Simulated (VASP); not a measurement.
Write the native input for VASP 6.6.1 that does the following.

```yaml
Task: band structure
Functional: TB-mBJ
Potentials_or_basis: VASP PAW PBE potentials, release 64 (Cd, Se)
Cutoff: 520 eV
k_mesh: 10 × 10 × 10
Occupations: gaussian, width 0.02 eV
Spin: no spin polarisation
Further_INCAR_settings: ALGO = Normal; EDIFF = 1e-07
```

The system is CdSe.

```
Cd Se
1.0
     0.00000    3.04639    3.04639
     3.04639    0.00000    3.04639
     3.04639    3.04639    0.00000
Cd Se
1 1
Cartesian
  0.0000 0.0000 0.0000
  1.5232 1.5232 1.5232
```

Measurements of this composition are mostly on another form, of space group No. 186.

These files were run (other wordings do the same):

POSCAR

```
CdSe
1.0
    0.0000000000      3.0463900000      3.0463900000
    3.0463900000      0.0000000000      3.0463900000
    3.0463900000      3.0463900000      0.0000000000
Cd Se
1 1
Direct
    0.0000000000      0.0000000000      0.0000000000
    0.2500000000      0.2500000000      0.2500000000
```

INCAR.step1

```
ALGO = Normal ; EDIFF = 1E-5
ENCUT = 520 ; GGA = PE
ISIF = 2 ; ISMEAR = 0
LASPH = True ; LCHARG = False
LREAL = False ; LWAVE = True
NELM = 100 ; PREC = Accurate
SIGMA = 0.02
```

INCAR.step2

```
ALGO = Normal ; EDIFF = 1E-7
ENCUT = 520 ; ISIF = 2
ISMEAR = 0 ; ISTART = 1
LASPH = True ; LCHARG = False
LREAL = False ; LWAVE = False
METAGGA = MBJ ; NELM = 100
PREC = Accurate ; SIGMA = 0.02
```

KPOINTS

```
k-points
0
Gamma
  10 10 10
```

KPOINTS_OPT

```
path GXWKGLUWLK,UX
20
line-mode
reciprocal
 0.0000000000  0.0000000000  0.0000000000  G
 0.5000000000  0.0000000000  0.5000000000  X

 0.5000000000  0.0000000000  0.5000000000  X
 0.5000000000  0.2500000000  0.7500000000  W

 0.5000000000  0.2500000000  0.7500000000  W
 0.3750000000  0.3750000000  0.7500000000  K

 0.3750000000  0.3750000000  0.7500000000  K
 0.0000000000  0.0000000000  0.0000000000  G

 0.0000000000  0.0000000000  0.0000000000  G
 0.5000000000  0.5000000000  0.5000000000  L

 0.5000000000  0.5000000000  0.5000000000  L
 0.6250000000  0.2500000000  0.6250000000  U

 0.6250000000  0.2500000000  0.6250000000  U
 0.5000000000  0.2500000000  0.7500000000  W

 0.5000000000  0.2500000000  0.7500000000  W
 0.5000000000  0.5000000000  0.5000000000  L

 0.5000000000  0.5000000000  0.5000000000  L
 0.3750000000  0.3750000000  0.7500000000  K

 0.6250000000  0.2500000000  0.6250000000  U
 0.5000000000  0.0000000000  0.5000000000  X
```

Potentials or basis: VASP PAW PBE potentials, release 64 (Cd, Se).

Command:

```sh
$ cat potpaw_PBE.64/Cd/POTCAR potpaw_PBE.64/Se/POTCAR > POTCAR
$ cp INCAR.step1 INCAR
$ mpirun -np 1 vasp_std > vasp.out
$ cp INCAR.step2 INCAR
$ mpirun -np 1 vasp_std > vasp.out
```

It gave:

```json
{
 "Band gap on the k mesh": "1.94 eV, direct",
 "Band gap along the path": "1.94 eV, direct"
}
```

It took 3.9 min on 1 thread of Intel(R) Xeon(R) Platinum 8259CL CPU @ 2.50GHz (Skylake/Cascade Lake), with other jobs on the host, peak memory 0.22 GiB.
